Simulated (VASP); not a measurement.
# Al (Fm-3m) in VASP: settings compared

One crystal, Al, is run at these levels: RPBE, PBEsol; tasks: relaxation of cell and atoms.

All numbers are computed with VASP 6.6.1; they aren't measurements. Logs are shortened: lines on timing, memory, paths and dates and some standing lists are left out, and cuts for length are marked.

## (1) The structure

Symmetry: Fm-3m, No. 225, cubic system. The conventional cell has a = 4.050 Å, b = 4.050 Å, c = 4.050 Å, α = 90.00°, β = 90.00°, γ = 90.00°. Al (site symmetry m-3m) has 12 Al at 2.86 Å as nearest neighbours.

## (2) Relaxation of cell and atoms, RPBE

The input, INCAR:

```
SYSTEM = Al
PREC = Accurate
ENCUT = 600
EDIFF = 1E-6
ISMEAR = 1
SIGMA = 0.1
LREAL = .False.
LASPH = .True.
NELM = 80
ALGO = Normal
ISIF = 3
LWAVE = .False.
LCHARG = .False.
GGA = RP
IBRION = 2
NSW = 90
EDIFFG = -0.01
```

The input, KPOINTS:

```
regular mesh
0
Gamma
  16 16 16
  0 0 0
```

The input, POSCAR:

```
Al
1.0
    0.0000000000      2.0248050000      2.0248050000
    2.0248050000      0.0000000000      2.0248050000
    2.0248050000      2.0248050000      0.0000000000
Al
1
Direct
    0.0000000000      0.0000000000      0.0000000000
```

Potentials or basis: VASP PAW PBE potentials, release 64 (Al).

Started as:

```bash
> cat potpaw_PBE.64/Al/POTCAR > POTCAR
> mpirun -np 1 vasp_std > vasp.out
```

OUTCAR:

```text
SYSTEM = Al
   PREC = Accurate
   ENCUT = 600
   EDIFF = 1E-6
   ISMEAR = 1
   LREAL = .False.
   LASPH = .True.
   NELM = 80
   ISIF = 3
   GGA = RP
   IBRION = 2
   NSW = 90
   EDIFFG = -0.01

 ion  position               nearest neighbor table
   1  0.000  0.000  0.000-

  LATTYP: Found a face centered cubic cell.
 ALAT       =     4.0496100000

  Lattice vectors:

 A1 = (   0.0000000000,   2.0248050000,   2.0248050000)
 A2 = (   2.0248050000,   0.0000000000,   2.0248050000)
 A3 = (   2.0248050000,   2.0248050000,   0.0000000000)

Analysis of symmetry for initial positions (statically):
=====================================================================
 Subroutine PRICEL returns:
 Original cell was already a primitive cell.

 Routine SETGRP: Setting up the symmetry group for a
 face centered cubic supercell.

 Subroutine GETGRP returns: Found 48 space group operations
 (whereof 48 operations were pure point group operations)
 out of a pool of 48 trial point group operations.

The static configuration has the point symmetry O_h .

Analysis of symmetry for dynamics (positions and initial velocities):
=====================================================================
 Subroutine PRICEL returns:
 Original cell was already a primitive cell.

 Routine SETGRP: Setting up the symmetry group for a
 face centered cubic supercell.

 Subroutine GETGRP returns: Found 48 space group operations
 (whereof 48 operations were pure point group operations)
 out of a pool of 48 trial point group operations.

The dynamic configuration has the point symmetry O_h .

 Subroutine INISYM returns: Found 48 space group operations
 (whereof 48 operations are pure point group operations),
 and found     1 'primitive' translations

----------------------------------------------------------------------------------------

                                     Primitive cell

  volume of cell :      16.6027

  direct lattice vectors                    reciprocal lattice vectors
     0.000000000  2.024805000  2.024805000    -0.246937359  0.246937359  0.246937359
     2.024805000  0.000000000  2.024805000     0.246937359 -0.246937359  0.246937359
     2.024805000  2.024805000  0.000000000     0.246937359  0.246937359 -0.246937359

  length of vectors
     2.863506692  2.863506692  2.863506692     0.427708053  0.427708053  0.427708053

  position of ions in fractional coordinates (direct lattice)
     0.000000000  0.000000000  0.000000000

  ion indices of the primitive-cell ions
   primitive index   ion index
                 1           1

----------------------------------------------------------------------------------------

 KPOINTS: regular mesh

Automatic generation of k-mesh.
 Grid dimensions read from file:
 generate k-points for:   16   16   16

 Generating k-lattice:

  Cartesian coordinates                     Fractional coordinates (reciprocal lattice)
    -0.015433585  0.015433585  0.015433585     0.062500000  0.000000000  0.000000000
     0.015433585 -0.015433585  0.015433585     0.000000000  0.062500000  0.000000000
     0.015433585  0.015433585 -0.015433585     0.000000000  0.000000000  0.062500000

  Length of vectors
     0.026731753  0.026731753  0.026731753

  Shift w.r.t. Gamma in fractional coordinates (k-lattice)
     0.000000000  0.000000000  0.000000000

 Subroutine IBZKPT returns following result:
 ===========================================

 Found    145 irreducible k-points:

 Following reciprocal coordinates:
            Coordinates               Weight
  0.000000  0.000000  0.000000      1.000000
  0.062500  0.000000  0.000000      8.000000
  0.125000  0.000000  0.000000      8.000000
  0.187500  0.000000  0.000000      8.000000
  0.250000  0.000000  0.000000      8.000000
  0.312500  0.000000  0.000000      8.000000
[... 16 lines left out ...]
 -0.125000  0.062500  0.000000     24.000000
 -0.062500  0.062500  0.000000     12.000000
 [... further k-points ...]
   k-points           NKPTS =    145   k-points in BZ     NKDIM =    145   number of bands    NBANDS=      5
   number of dos      NEDOS =    301   number of ions     NIONS =      1
   total plane-waves  NPLWV =  13824
   dimension x,y,z NGX =    24 NGY =   24 NGZ =   24
   dimension x,y,z NGXF=    48 NGYF=   48 NGZF=   48
   ions per type =               1
   NGX,Y,Z   is equivalent  to a cutoff of  13.93, 13.93, 13.93 a.u.
   NGXF,Y,Z  is equivalent  to a cutoff of  27.87, 27.87, 27.87 a.u.
 SYSTEM =  Al
   PREC   = accura    normal or accurate (medium, high low for compatibility)
   ISTART =      0    job   : 0-new  1-cont  2-samecut
   ICHARG =      2    charge: 1-file 2-atom 10-const
   ISPIN  =      1    spin polarized calculation?
   LNONCOLLINEAR =      F non collinear calculations
   LSORBIT =      F    spin-orbit coupling
   LASPH  =      T    aspherical Exc in radial PAW
   ENCUT  =  600.0 eV  44.10 Ry    6.64 a.u.   5.72  5.72  5.72*2*pi/ulx,y,z
   NELM   =     80;   NELMIN=  2; NELMDL= -5     # of ELM steps
   EDIFF  = 0.1E-05   stopping-criterion for ELM
   LREAL  =      F    real-space projection
   EDIFFG = -.1E-01   stopping-criterion for IOM
   NSW    =     90    number of steps for IOM
   IBRION =      2    ionic relax: 0-MD 1-quasi-New 2-CG
   NFREE  =      1    steps in history (QN), initial steepest desc. (CG)
   ISIF   =      3    stress and relaxation
   ISYM   =      2    0-nonsym 1-usesym 2-fastsym
   POTIM  = 0.5000    time-step for ionic-motion
   TEBEG  =    0.0;   TEEND  =   0.0 temperature during run
   PSTRESS=    0.0 pullay stress
   NELECT =       3.0000    total number of electrons
   NUPDOWN=      -1.0000    fix difference up-down
   EMIN   =  10.00;   EMAX   =-10.00  energy-range for DOS
   EFERMI =   0.00;   METHOD = LEGACY
   ISMEAR =     1;   SIGMA  =   0.10  broadening in eV -4-tet -1-fermi 0-gaus
   EFERMI_NEDOS =   21; number of points for ismear=-14 and -15
   IALGO  =     38    algorithm
   IMIX   =      4    mixing-type and parameters
     AMIX     =   0.40;   BMIX     =  1.00
     AMIX_MAG =   1.60;   BMIX_MAG =  1.00
  volume/ion in A,a.u.               =      16.60       112.04
  Fermi-wavevector in a.u.,A,eV,Ry     =   0.925526  1.748991 11.654733  0.856599
  Thomas-Fermi vector in A             =   2.051390
   LORBIT       =      0    0 simple, 1 ext, 2 COOP (PROOUT), +10 PAW based schemes
   GGA     = RP    functional components
   LHFCALC =     F    Hartree Fock is set to
   AEXX    =    0.0000 exact exchange contribution
   IVDW    =     0    specifies the selected vdW correction
   LEPSILON=     F    determine dielectric tensor
   LRPA    =     F    only Hartree local field effects (RPA)
 conjugate gradient relaxation of ions
 non-spin polarized calculation
 Methfessel and Paxton  Order N= 1 SIGMA  =   0.10
  energy-cutoff  :      600.00
  volume of cell :       16.60
 maximum number of plane-waves:       568
   NGX = 11   NGY = 11   NGZ = 11

--------------------------------------- Ionic step        1  -------------------------------------------

 number of electron       3.0000000 magnetization

 Free energy of the ion-electron system (eV)
  ---------------------------------------------------
  ext. energy  EPLUGINS =         0.00000000
  ---------------------------------------------------
  free energy    TOTEN  =        -3.51329591 eV

  energy without entropy =       -3.51365354  energy(sigma->0) =       -3.51341512

------------------------ aborting loop because EDIFF is reached ----------------------------------------

  FORCE on cell =-STRESS in cart. coord.  units (eV):
  Direction    XX          YY          ZZ          XY          YZ          ZX
  --------------------------------------------------------------------------------------
  -------------------------------------------------------------------------------------
  Total        0.0725490      0.0725490      0.0725490      0.0000000      0.0000000      0.0000000
  in kB        7.0010351      7.0010351      7.0010351      0.0000000      0.0000000      0.0000000
  external PRESSURE =       7.0010351 kB  Pullay stress =       0.0000000 kB
[... 55 lines left out ...]
  energy  without entropy=       -3.5139518893  energy(sigma->0) =       -3.51371670

--------------------------------------- Ionic step        3  -------------------------------------------

 number of electron       3.0000000 magnetization

 Free energy of the ion-electron system (eV)
  ---------------------------------------------------
  ext. energy  EPLUGINS =         0.00000000
  ---------------------------------------------------
  free energy    TOTEN  =        -3.51361099 eV

  energy without entropy =       -3.51396392  energy(sigma->0) =       -3.51372863

 E-fermi :   7.9804     XC(G=0): -10.0866

 val. band max:        7.9424371524   @ k =  -0.2500   0.3125   0.1250
 cond. band min:       8.0580719501   @ k =   0.4375   0.4375   0.0000
 fundamental gap:      0.1156347977
 Fermi energy:         7.9803822442

 k-point     1 :       0.0000    0.0000    0.0000
  band No.  band energies     occupation
      1      -3.0958      2.00000
      2      20.4535      0.00000
      3      20.4535      0.00000
      4      20.4535      0.00000
      5      21.9614      0.00000

 k-point     2 :       0.0625    0.0000    0.0000
  band No.  band energies     occupation
      1      -2.9906      2.00000
      2      18.6839      0.00000
      3      20.0862      0.00000
      4      20.0862      0.00000
      5      22.4928      0.00000
[... 169 lines left out ...]
 k-point    24 :      -0.0625    0.0625    0.0000
  band No.  band energies     occupation
      1      -2.8154      2.00000
      2      17.6184      0.00000
      3      18.3608      0.00000
      4      20.7263      0.00000
      5      22.1361      0.00000

 [... further k-points ...]

------------------------ aborting loop because EDIFF is reached ----------------------------------------

  FORCE on cell =-STRESS in cart. coord.  units (eV):
  Direction    XX          YY          ZZ          XY          YZ          ZX
  --------------------------------------------------------------------------------------
  -------------------------------------------------------------------------------------
  Total       -0.0005729     -0.0005729     -0.0005729     -0.0000000      0.0000000     -0.0000000
  in kB       -0.0548045     -0.0548045     -0.0548045     -0.0000000      0.0000000     -0.0000000
  external PRESSURE =      -0.0548045 kB  Pullay stress =       0.0000000 kB
[... 16 lines left out ...]
  FREE ENERGIE OF THE ION-ELECTRON SYSTEM (eV)
  ---------------------------------------------------
  free  energy   TOTEN  =        -3.5136109896 eV

  energy  without entropy=       -3.5139639196  energy(sigma->0) =       -3.51372863

 reached required accuracy - stopping structural energy minimisation
```

Wall time 6.2 s (1 thread of Intel Xeon 6975P-C (Granite Rapids), shared host); peak memory 0.14 GiB.

Results:

* Free energy: -3.5136 eV
* Relaxed volume: 16.75 Å³/atom
* Relaxed cell: a = 2.872 Å, b = 2.872 Å, c = 2.872 Å, α = 60.00°, β = 60.00°, γ = 60.00°
* Space group after relaxing (to 0.05 Å): Fm-3m (No. 225)
* Energy gained by relaxing: 0.3 meV/atom
* Ionic steps: 3
* Pressure after relaxing: 0.0 GPa
* Band gap on the k mesh: none (metal or under the smearing width)

The path:
```tsv
step	energy change (eV)	largest force (eV/Å)	pressure (GPa)	volume (Å³)
1	0.0000	0.0000	0.70	16.60
2	-0.0003	0.0000	-0.13	16.78
3	-0.0003	0.0000	-0.01	16.75
```

Final structure:
```xyz
1
Lattice="0.0000 2.0307 2.0307 2.0307 0.0000 2.0307 2.0307 2.0307 0.0000" Properties=species:S:1:pos:R:3 pbc="T T T"
Al    0.0000    0.0000    0.0000
```

Levels at points of the mesh, in eV from the Fermi level:
| k point | band 1 | band 2 | band 3 | band 4 | band 5 |
| --- | --- | --- | --- | --- | --- |
| (0.00, 0.00, 0.00) | -11.08 | 12.47 | 12.47 | 12.47 | 13.98 |
| (0.50, 0.00, 0.00) | -4.60 | -4.38 | 11.29 | 11.29 | 11.32 |
| (0.50, 0.50, 0.00) | -2.94 | -1.62 | 5.17 | 5.51 | 5.51 |

Caveat: the PAW data sets were made with another functional, which shifts forces and pressure a little. Zero-point motion and thermal expansion aren't in these numbers.

## (3) Relaxation of cell and atoms, RPBE

This run uses another cell than the first one, of 16.75 Å³/atom, 1.009 times its volume.

INCAR: that of step 2 with these lines changed.

```diff
@@ -3,3 +3,3 @@
 ENCUT = 600
-EDIFF = 1E-6
+EDIFF = 1E-7
 ISMEAR = 1
@@ -16,2 +16,2 @@
 NSW = 90
-EDIFFG = -0.01
+EDIFFG = -0.005
```

KPOINTS is that of step 2.

The input, POSCAR:

```
Al                                      
1.0
    0.0000000000      2.0307376595      2.0307376595
    2.0307376595      0.0000000000      2.0307376595
    2.0307376595      2.0307376595      0.0000000000
  Al            
     1
Direct
     0.0000000000000000    0.0000000000000000    0.0000000000000000
```

Potentials or basis: VASP PAW PBE potentials, release 64 (Al).

Started as:

```bash
> cat potpaw_PBE.64/Al/POTCAR > POTCAR
> mpirun -np 1 vasp_std > vasp.out
```

OUTCAR:

```text
SYSTEM = Al
   PREC = Accurate
   ENCUT = 600
   EDIFF = 1E-7
   ISMEAR = 1
   LREAL = .False.
   LASPH = .True.
   NELM = 80
   ISIF = 3
   GGA = RP
   IBRION = 2
   NSW = 90
   EDIFFG = -0.005

 ion  position               nearest neighbor table
   1  0.000  0.000  0.000-

  LATTYP: Found a face centered cubic cell.
 ALAT       =     4.0614753190

  Lattice vectors:

 A1 = (   0.0000000000,   2.0307376595,   2.0307376595)
 A2 = (   2.0307376595,   0.0000000000,   2.0307376595)
 A3 = (   2.0307376595,   2.0307376595,   0.0000000000)

Analysis of symmetry for initial positions (statically):
=====================================================================
 Subroutine PRICEL returns:
 Original cell was already a primitive cell.

 Routine SETGRP: Setting up the symmetry group for a
 face centered cubic supercell.

 Subroutine GETGRP returns: Found 48 space group operations
 (whereof 48 operations were pure point group operations)
 out of a pool of 48 trial point group operations.

The static configuration has the point symmetry O_h .

[... 158 lines left out ...]
  energy without entropy =       -3.51397404  energy(sigma->0) =       -3.51373868

 E-fermi :   7.9804     XC(G=0): -10.0868

 val. band max:        7.9424127034   @ k =  -0.2500   0.3125   0.1250
 cond. band min:       8.0580755614   @ k =   0.4375   0.4375   0.0000
 fundamental gap:      0.1156628581
 Fermi energy:         7.9803563518

 k-point     1 :       0.0000    0.0000    0.0000
  band No.  band energies     occupation
      1      -3.0958      2.00000
      2      20.4533      0.00000
      3      20.4533      0.00000
      4      20.4533      0.00000
      5      21.9613      0.00000
[... 177 lines left out ...]
 k-point    24 :      -0.0625    0.0625    0.0000
  band No.  band energies     occupation
      1      -2.8154      2.00000
      2      17.6183      0.00000
      3      18.3607      0.00000
      4      20.7262      0.00000
      5      22.1360      0.00000

 [... further k-points ...]

------------------------ aborting loop because EDIFF is reached ----------------------------------------

  FORCE on cell =-STRESS in cart. coord.  units (eV):
  Direction    XX          YY          ZZ          XY          YZ          ZX
  --------------------------------------------------------------------------------------
  -------------------------------------------------------------------------------------
  Total        0.0003479      0.0003479      0.0003479      0.0000000      0.0000000      0.0000000
  in kB        0.0332787      0.0332787      0.0332787      0.0000000      0.0000000      0.0000000
  external PRESSURE =       0.0332787 kB  Pullay stress =       0.0000000 kB

 VOLUME and BASIS-vectors are now :
 -----------------------------------------------------------------------------
  energy-cutoff  :      600.00
  volume of cell :       16.75
      direct lattice vectors                 reciprocal lattice vectors
     0.000000000  2.030737660  2.030737660    -0.246215949  0.246215949  0.246215949
     2.030737660  0.000000000  2.030737660     0.246215949 -0.246215949  0.246215949
     2.030737660  2.030737660  0.000000000     0.246215949  0.246215949 -0.246215949

 POSITION                                       TOTAL-FORCE (eV/Angst)
 -----------------------------------------------------------------------------------
      0.00000      0.00000      0.00000         0.000000      0.000000      0.000000
 -----------------------------------------------------------------------------------
    total drift:                               -0.000000      0.000000      0.000000

  FREE ENERGIE OF THE ION-ELECTRON SYSTEM (eV)
  ---------------------------------------------------
  free  energy   TOTEN  =        -3.5136210071 eV

  energy  without entropy=       -3.5139740392  energy(sigma->0) =       -3.51373868

 reached required accuracy - stopping structural energy minimisation
```

OSZICAR:

```text
N       E                     dE             d eps       ncg     rms          rms(c)
DAV:   1    -0.108106975420E+01   -0.10811E+01   -0.93739E+02  1460   0.371E+02
DAV:   2    -0.351392688929E+01   -0.24329E+01   -0.23432E+01  1805   0.335E+01
DAV:   3    -0.353466144988E+01   -0.20735E-01   -0.20741E-01  2005   0.379E+00
DAV:   4    -0.353472081918E+01   -0.59369E-04   -0.59366E-04  1850   0.190E-01
DAV:   5    -0.353472128873E+01   -0.46955E-06   -0.47044E-06  2015   0.144E-02    0.182E+00
DAV:   6    -0.352293976027E+01    0.11782E-01   -0.15482E-03  1780   0.353E-01    0.105E+00
DAV:   7    -0.351364016144E+01    0.92996E-02   -0.47889E-03  1645   0.569E-01    0.186E-01
DAV:   8    -0.351362485383E+01    0.15308E-04   -0.21101E-05  1970   0.479E-02    0.363E-02
DAV:   9    -0.351362145832E+01    0.33955E-05   -0.16436E-06  1845   0.106E-02    0.100E-03
DAV:  10    -0.351362111963E+01    0.33869E-06   -0.67179E-09  1430   0.938E-04    0.130E-03
DAV:  11    -0.351362098534E+01    0.13429E-06   -0.65535E-10   990   0.254E-04    0.130E-04
DAV:  12    -0.351362100712E+01   -0.21776E-07   -0.86850E-11   845   0.821E-05
   1 F= -.35136210E+01 E0= -.35137387E+01  d E =-.351362E+01
```

CONTCAR:

```text
Al
   1.00000000000000
     0.0000000000000000    2.0307376595000002    2.0307376595000002
     2.0307376595000002    0.0000000000000000    2.0307376595000002
     2.0307376595000002    2.0307376595000002    0.0000000000000000
  Al
     1
Direct
     0.0000000000000000    0.0000000000000000    0.0000000000000000

  0.00000000E+00  0.00000000E+00  0.00000000E+00
```

Wall time 4.7 s (1 thread of Intel Xeon 6975P-C (Granite Rapids), shared host); peak memory 0.14 GiB.

What came out:

* Free energy: -3.5136 eV
* Pressure after relaxing: 0.0 GPa
* Band gap on the k mesh: none (metal or under the smearing width)

Final structure:
```
CELL_PARAMETERS angstrom
0.00000 2.03074 2.03074
2.03074 0.00000 2.03074
2.03074 2.03074 0.00000
ATOMIC_POSITIONS crystal
Al 0.00000 0.00000 0.00000
```

Caveat: the relaxation stopped at its first step, so nothing moved; the PAW data sets were made with another functional, which shifts forces and pressure a little.

(Continued in part 2 of 2.)
